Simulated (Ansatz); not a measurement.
Stackings of close-packed layers of TiC (capitals for Ti, lower case for the other element), each relaxed to a stress under 0.05 GPa; energies count from the stacking AcBaCb (Fm-3m).

Computed with DFT PBE, scalar-relativistic, plane waves, PAW in Ansatz.

Cutoff 420 eV, Gaussian smearing of 0.10 eV, energies at zero smearing, symmetry of each start kept, no spin polarisation.

```json
{"start": "AbAc", "atoms": "4", "k mesh": "12×12×9", "excess energy (meV/atom)": "439.8", "excess energy on a denser mesh (meV/atom)": "439.5", "spacing of like layers (Å)": "2.691", "a (Å)": "3.042", "denser mesh": "21×21×18"}
{"start": "AcBcAbCbAbCb", "atoms": "12", "k mesh": "12×12×3", "excess energy (meV/atom)": "117.7", "excess energy on a denser mesh (meV/atom)": "118.3", "spacing of like layers (Å)": "2.408", "a (Å)": "3.125", "denser mesh": "21×21×6"}
{"start": "AcBcAbCbAbCbAcBc", "atoms": "16", "k mesh": "12×12×3", "excess energy (meV/atom)": "127.5", "excess energy on a denser mesh (meV/atom)": "-", "spacing of like layers (Å)": "2.386", "a (Å)": "3.138", "denser mesh": "-"}
```

Zero in every row: gap on the mesh (eV).

Small energy differences in metals hang on the k mesh (about 10 mJ/m² or 1 to 2 meV/atom on the mesh of the relaxation).